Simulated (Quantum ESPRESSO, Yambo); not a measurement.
# GaAs (F-43m): G0W0 with Yambo, start to end, part 2 of 3

How does a plane-wave GW calculation on GaAs (F-43m) run from the first input to the gap?

Quantum ESPRESSO 7.5 and Yambo 5.3.0; PBE and many-body steps on it, plane waves. Known limits of the many-body steps: not at the basis limit; no spin-orbit coupling; coarse k mesh.

So far. Step 2 (Ground state): The gap is direct, at Γ. Step 3 (Bands along the symmetry lines): The gap is 0.518 eV, as in the run before at this level.

## 4. Empty states on the mesh, 4×4×4 mesh, 555 bands

Level of this step: DFT, PBE, plane waves, norm-conserving pseudopotentials (Quantum ESPRESSO).

The sums over transitions need many empty states on a uniform mesh; this step solves for them.

Input file pw.in:

```
&control
  calculation = 'nscf'
  prefix = 'x'
  outdir = 'o'
  pseudo_dir = 'pseudo'
/
&system
  ibrav = 0
  nat = 2
  ntyp = 2
  ecutwfc = 104.0
  nbnd = 555
  force_symmorphic = .true.
/
&electrons
  conv_thr = 1e-9
  electron_maxstep = 80
  diago_full_acc = .true.
  diago_thr_init = 5e-6
/
ATOMIC_SPECIES
  Ga 69.723 Ga.upf
  As 74.922 As.upf
CELL_PARAMETERS angstrom
  0.0000000000 2.8268500000 2.8268500000
  2.8268500000 0.0000000000 2.8268500000
  2.8268500000 2.8268500000 0.0000000000
ATOMIC_POSITIONS crystal
  Ga 0.0000000000 0.0000000000 0.0000000000
  As 0.2500000000 0.2500000000 0.2500000000
K_POINTS automatic
  4 4 4 0 0 0
```

Command:

```console
OMP_NUM_THREADS=1 mpirun -n 8 pw.x -nk 4 -in pw.in > pw.out
```

The program printed:

```text
[banner, memory and clock lines left out]
Program PWSCF v.7.5 starts

     Atomic positions and unit cell read from directory:
     o/x.save/

     Message from routine setup:
     using ibrav=0 with symmetry is DISCOURAGED, use correct ibrav instead

     bravais-lattice index     =            0
     lattice parameter (alat)  =       7.5547  a.u.
     unit-cell volume          =     304.8842 (a.u.)^3
     number of atoms/cell      =            2
     number of atomic types    =            2
     number of electrons       =        44.00
     number of Kohn-Sham states=          555
     kinetic-energy cutoff     =     104.0000  Ry
     charge density cutoff     =     416.0000  Ry
     Exchange-correlation= PBE
                           (   1   4   3   4   0   0   0)

     celldm(1)=   7.554690  celldm(2)=   0.000000  celldm(3)=   0.000000
     celldm(4)=   0.000000  celldm(5)=   0.000000  celldm(6)=   0.000000

     crystal axes: (cart. coord. in units of alat)
               a(1) = (   0.000000   0.707107   0.707107 )
               a(2) = (   0.707107   0.000000   0.707107 )
               a(3) = (   0.707107   0.707107   0.000000 )

     reciprocal axes: (cart. coord. in units 2 pi/alat)
               b(1) = ( -0.707107  0.707107  0.707107 )
               b(2) = (  0.707107 -0.707107  0.707107 )
               b(3) = (  0.707107  0.707107 -0.707107 )
     Pseudo is Norm-conserving + core correction, Zval = 21.0
     Generated using ONCVPSP code by D. R. Hamann
     Using radial grid of 1902 points,  6 beta functions with:
     Pseudo is Norm-conserving + core correction, Zval = 23.0
     Generated using ONCVPSP code by D. R. Hamann
     Using radial grid of 1358 points,  6 beta functions with:
     Ga               21.00    69.72300     Ga( 1.00)
     As               23.00    74.92200     As( 1.00)

     24 Sym. Ops. (no inversion) found

   Cartesian axes

     site n.     atom                  positions (alat units)
         1        Ga     tau(   1) = (   0.0000000   0.0000000   0.0000000  )
         2        As     tau(   2) = (   0.3535534   0.3535534   0.3535534  )

     number of k points=     8
                       cart. coord. in units 2pi/alat
        k(    1) = (   0.0000000   0.0000000   0.0000000), wk =   0.0312500
        k(    2) = (   0.1767767   0.1767767  -0.1767767), wk =   0.2500000
        k(    3) = (  -0.3535534  -0.3535534   0.3535534), wk =   0.1250000
[...]
k(    7) = (  -0.7071068   0.0000000   0.0000000), wk =   0.0937500
        k(    8) = (  -0.7071068   0.3535534   0.0000000), wk =   0.1875000

     Dense  grid:    43655 G-vectors     FFT dimensions: (  50,  50,  50)

     The potential is recalculated from file :
     o/x.save/charge-density

     Starting wfcs are   26 randomized atomic wfcs +  529 random wfcs

     Band Structure Calculation

     End of band structure calculation

          k = 0.0000 0.0000 0.0000 (  5577 PWs)   bands (ev):

  -174.9302-133.8473-118.3121-118.3121-118.3121 -84.5719 -84.5719 -84.5719
   -25.3230 -25.3230 -25.3230 -25.3139 -25.3139  -4.9669  -4.9669  -4.9669
    -4.8900  -4.8900  -2.8987   9.8275   9.8275   9.8275  10.3456  13.5642
    13.5642  13.5642  17.4293  19.9896  19.9896  21.3957  21.3957  21.3957
[...]
[... 58 further rows ...]
[...]
300.9437 300.9437 301.6115

          k = 0.1768 0.1768-0.1768 (  5459 PWs)   bands (ev):

  -174.9302-133.8473-118.3121-118.3121-118.3121 -84.5717 -84.5717 -84.5717
[...]
[... 58 further rows ...]
[...]
297.3809 297.5071 297.5071

          k =-0.3536-0.3536 0.3536 (  5444 PWs)   bands (ev):

  -174.9302-133.8473-118.3121-118.3121-118.3121 -84.5717 -84.5717 -84.5717
[...]
66.3909  66.3909  66.8454  68.4226  68.4226  68.6866  68.6866  68.7091
     [... 58 further rows ...]
   294.8970 294.9300 294.9300 295.3118 295.3118 296.0716 296.2859 296.2859
   296.4645 296.7515 296.7515

          k = 0.3536 0.0000 0.0000 (  5457 PWs)   bands (ev):

     [... further k-points ...]

     highest occupied, lowest unoccupied level (ev):     9.8275   10.3456

     XML data file, pseudopotentials, collected wavefunctions
```

Elapsed: 69 s, on 8 MPI ranks of Arm Neoverse V2, shared host; peak memory 1.8 GiB; 9.2 min of CPU time.

Numbers from this step:

- gap: 0.5181 eV
- k of the valence top: 0, 0, 0
- k of the conduction bottom: 0, 0, 0
- least direct gap: 0.5181 eV
- k points computed: 8
- lowest point of the top converged band, above the valence top: 286.9240 eV

On this mesh the gap is 0.518 eV.

## 5. Conversion and set-up

This step: Yambo 5.3.0; conversion and set-up on PBE, plane waves, norm-conserving pseudopotentials.

The states are converted to the many-body program's format and the q mesh is built.

Command:

```console
(cd o/x.save; p2y > p2y.log; mv SAVE ../..); yambo > setup.log
```

The program printed:

```text
 Yambo, version 5.3.0

 [02] CORE Variables Setup
 =========================

  [02.01] Unit cells
  ==================

  Cell kind             :  FCC
  Atoms in the cell     :  Ga  As
  number of Ga atoms    :  1
  number of As atoms    :  1

  List of atomic masses
  Mass of Ga    :  69.72300
  Mass of As    :  74.92200

  List of atomic coordinates    : [cc]
  Ga1       :  0.000000  0.000000  0.000000  order 1
  As1       :  2.670986  2.670986  2.670986  order 2

  Alat factors          :  5.341972  5.341972  5.341972 [a.u.]
  Direct lattice volume :  304.8842 [a.u.]
  Direct lattice vectors:  A[ 1 ]  A[ 2 ]  A[ 3 ]
   A[ 1 ]:  0.000000  1.000000  1.000000  [iru]
   0.000000  5.341972  5.341972  [cc]
   A[ 2 ]:  1.000000  0.000000  1.000000  [iru]
   5.341972  0.000000  5.341972  [cc]
   A[ 3 ]:  1.000000  1.000000  0.000000  [iru]
   5.341972  5.341972  0.000000  [cc]

  Recip. lattice volume :  0.813588 [a.u.]
  Recip. lattice vectors:  B[ 1 ]  B[ 2 ]  B[ 3 ]
   B[ 1 ]: -0.500000  0.500000  0.500000  [iku]
  -0.588096  0.588096  0.588096  [cc]
   B[ 2 ]:  0.500000 -0.500000  0.500000  [iku]
   0.588096 -0.588096  0.588096  [cc]
   B[ 3 ]:  0.500000  0.500000 -0.500000  [iku]
   0.588096  0.588096 -0.588096  [cc]

  [02.02] Symmetries
  ==================

  Inversion symmetry    : yes
  Spatial inversion     : no
  Inversion index       :  25
  K-space Time-reversal : yes
  Magnetic symmetries   : no
  Time-reversal derived K-space symmetries:   25   48
  Group table correct   : yes
  Symmetries units      :  [cc]

   [S  1]:   1.0000      0.14712E-16  0.14712E-16  0.14712E-16   1.0000     -0.14712E-16 -0.14712E-16 -0.14712E-16   1.0000
   [S  2]:  -1.0000     -0.14712E-16  0.14712E-16 -0.14712E-16  -1.0000     -0.14712E-16  0.14712E-16  0.14712E-16   1.0000
   [S  3]:  -1.0000      0.14712E-16 -0.14712E-16 -0.14712E-16   1.0000      0.14712E-16  0.14712E-16 -0.14712E-16  -1.0000
[...]
[S  9]:  0.14712E-16   1.0000      0.14712E-16 -0.14712E-16  0.14712E-16   1.0000       1.0000     -0.14712E-16 -0.14712E-16
   [S 10]:  0.14712E-16  -1.0000     -0.14712E-16 -0.14712E-16 -0.14712E-16  -1.0000       1.0000      0.14712E-16  0.14712E-16
     [... 36 further rows ...]
   [S*47]:   1.0000      0.14712E-16 -0.14712E-16  0.14712E-16 -0.14712E-16  -1.0000     -0.14712E-16   1.0000      0.14712E-16
   [S*48]:   1.0000     -0.14712E-16  0.14712E-16  0.14712E-16  0.14712E-16   1.0000     -0.14712E-16  -1.0000     -0.14712E-16

  [02.03] Reciprocal space
  ========================

  nG shells         :   403
  nG charge         :   43655
  nG WFs            :   6501
  nC WFs            :   5577
  G-vecs. in first 40 shells:  [ Number ]
     1    9   15   27   51   59   65   89  113
    137   169   181   229   259   283   307   331   339
    387   411   459   531   537   561   609   645   701
[...]
1139  1211  1243  1291
  ...
[...]
K/Q-points units:
  rlu = crystal or reduced units; cc = cartesian coordinates; iku = interal k-units

  K [1]          [rlu]:  0.000000  0.000000  0.000000
         WF components:   5577
  K [2]          [rlu]: -0.91587E-18 -0.91587E-18  0.25000
         WF components:   5459
  K [3]          [rlu]:  0.18317E-17  0.18317E-17 -0.50000
         WF components:   5444
  K [4]          [rlu]: -0.26116E-17  0.25000      0.25000
         WF components:   5457
  K [5]          [rlu]:  0.18030E-16  0.25000     -0.50000
         WF components:   5467
  [... 2 further k-points ...]
  K [8]          [rlu]:  0.250000 -0.500000 -0.250000
         WF components:   5440

  [02.05] Energies & Occupations
  ==============================

  [X] === General ===
  [X] Electronic Temperature                        :  0.000000  0.000000 [eV K]
  [X] Bosonic    Temperature                        :  0.000000  0.000000 [eV K]
  [X] Finite Temperature mode                       : no
  [X] El. density                                   :  0.97390E+24 [cm-3]
  [X] Fermi Level                                   :  9.827510 [eV]

  [X] === Gaps and Widths ===
  [X] Conduction Band Min                           :  0.518058 [eV]
  [X] Valence Band Max                              :  0.000000 [eV]
  [X] Filled Bands                                  :  22
  [X] Empty Bands                                   :    23   555
  [X] Direct Gap                                    :  0.518058 [eV]
  [X] Direct Gap localized at k                     :  1
  [X] Indirect Gap                                  :  0.518058 [eV]
  [X] Indirect Gap between kpts                     :  1  1
  [X] Last valence band width                       :  3.339194 [eV]
  [X] 1st conduction band width                     :  4.106600 [eV]

  E @ K [1]:  [eV]
  -184.7577 -143.6748 -128.1396 -128.1396 -128.1396  -94.3994  -94.3994  -94.3994
  -35.15048 -35.15048 -35.15048 -35.14142 -35.14142 -14.79438 -14.79438 -14.79438
   -14.717      -14.717      -12.726     -0.85662E-11 -0.67672E-11   0.0000      0.51806       3.7367
[...]
occ @ K [1]
[...]
E @ K [2]:  [eV]
[...]
occ @ K [2]
[...]
E @ K [3]:  [eV]
[...]
occ @ K [3]
[...]
E @ K [4]:  [eV]
[...]
occ @ K [4]
[...]
E @ K [5]:  [eV]
[...]
occ @ K [5]
[...]
[... 2 further k-points ...]
  E @ K [8]:  [eV]
[...]
occ @ K [8]
[...]
0.000000  0.000000  0.000000  0.000000  0.000000  0.000000  0.000000  0.000000
   0.000000  0.000000  0.000000  0.000000  0.000000  0.000000  0.000000  0.000000

 [03] Transferred momenta grid and indexing
 ==========================================

 IBZ Q-points                                      :   8
 BZ  Q-points                                      :   64

 K/Q-points units:
 rlu = crystal or reduced units; cc = cartesian coordinates; iku = interal k-units

 Q [1]          [rlu]:  0.000000  0.000000  0.000000
 Q [2]          [rlu]: -0.91587E-18 -0.91587E-18  0.25000
 Q [3]          [rlu]:  0.18317E-17  0.18317E-17 -0.50000
[...]
Q [7]          [rlu]:  0.52231E-17 -0.50000     -0.50000
 Q [8]          [rlu]:  0.250000 -0.500000 -0.250000

  [03.01] X indexes
  =================

   [03.01.01] Sigma indexes
   ========================

 [06] Game Over & Game summary
```

It took 3.3 s on 1 MPI rank; peak memory 0.25 GiB.

(Continued in part 3 of 3.)

[Paths, hosts, dates, memory and timing lines, banners, echoed tables and standing remarks are left out of the program output.]

[Logs are printed without paths, hosts, clocks, repeated set-up lines and the standing remarks that a program may print on its own settings, such as how far it seeks lower states.]

[Runs of the session that timed out or met a known fault of the program may be left out.]

[Hosts, paths, dates, database ids (printed as entryN), source tags and the programs' standing remarks are cut or masked in the printed files.]
